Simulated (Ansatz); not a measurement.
**InSb: a sweep of the PAW cutoff**

One table from this session's results is given with a row withheld; the runs are named, their logs left out.

Program: Ansatz 0.2.0. Level of theory: DFT, PBE, PAW with Ansatz's default frozen-core files, scalar-relativistic. These are calculated values, not measurements.

## The system as given

Symmetry: F-43m, No. 216, cubic system. Conventional cell: a = 6.478 Å, b = 6.478 Å, c = 6.478 Å, α = 90.00°, β = 90.00°, γ = 90.00°. Around In (site symmetry -43m) lie 4 Sb at 2.81 Å. Around Sb (site symmetry -43m) lie 4 In at 2.81 Å.

Structure file:

```cif
data_structure
_symmetry_space_group_name_H-M 'F-43m'
_symmetry_Int_Tables_number 216
_cell_length_a 6.4782
_cell_length_b 6.4782
_cell_length_c 6.4782
_cell_angle_alpha 90.000
_cell_angle_beta 90.000
_cell_angle_gamma 90.000
_cell_volume 271.87
loop_
_atom_site_label
_atom_site_type_symbol
_atom_site_symmetry_multiplicity
_atom_site_Wyckoff_symbol
_atom_site_fract_x
_atom_site_fract_y
_atom_site_fract_z
_atom_site_occupancy
In1 In 4 a 0.00000 0.00000 0.00000 1
Sb1 Sb 4 c 0.25000 0.25000 0.25000 1
```

The file gives the conventional cell by its symmetry; the runs use the cell typed in the input.

The cell comes from a crystallographic database entry that wasn't checked; take it as a given geometry, which may be far from equilibrium.

Atoms are numbered in the order of the input: In1, Sb2.

The first run:

input.yaml reads:

```yaml
crystal:
  lattice:
    - [0.0, 3.2391, 3.2391]
    - [3.2391, 0.0, 3.2391]
    - [3.2391, 3.2391, 0.0]
  atoms:
    - { symbol: In, position: [0.0, 0.0, 0.0] }
    - { symbol: Sb, position: [0.75, 0.75, 0.75] }
kpoints:
  mp_grid: { grid: [10, 10, 10] }
scf:
  occupations: { method: fermi_dirac, width: 0.03 }
hamiltonian:
  xc: pbe
  pseudopotentials: { kind: paw }
output:
  forces: true
  stress: true
  eigenvalues: true
  efg: { contact_densities: true }
basis:
  ecutwfc: 200
```

The run is started by

```
$ ansatz run input.yaml --threads 1 --pin off --max-ram 2048MiB --backend cpu --events-out ev --progress --plain --runs-dir out
```

Steps of the session up to this table: With PAW files, cutoff 200 eV; With PAW files, cutoff 250 eV; With PAW files, cutoff 350 eV; With PAW files, cutoff 600 eV; With PAW files, cutoff 800 eV.

One of the session's tables, all rows but one given; the rest of the session is left out.

It belongs to the step «The sweep in one table». 

| cutoff (eV) | pressure (GPa) |
| --- | --- |
| 200 | 1.14 |
| 250 | 3.55 |
| 350 | ? |
| 600 | 3.14 |
| 800 | 3.14 |

Estimate the missing values for cutoff (eV) = 350.

Worked estimate for «pressure (GPa)». A straight line through the neighbours (250, 3.55) and (600, 3.14) gives 3.55 + (3.14 − 3.55) × (350 − 250) / (600 − 250) = 3.43; a parabola fitted to 4 rows on both sides gives 3.01.

The run gave: pressure (GPa): 3.16. In «pressure (GPa)» the line misses by +0.27 and the parabola by -0.15. Between these rows the values bend or scatter more than so simple an estimate can follow.

Energies are those extrapolated to zero smearing.

Caveats from the session: Warnings in the runs' records: gradients without spin orbit, cutoff below recommended, efg cores unanswered.
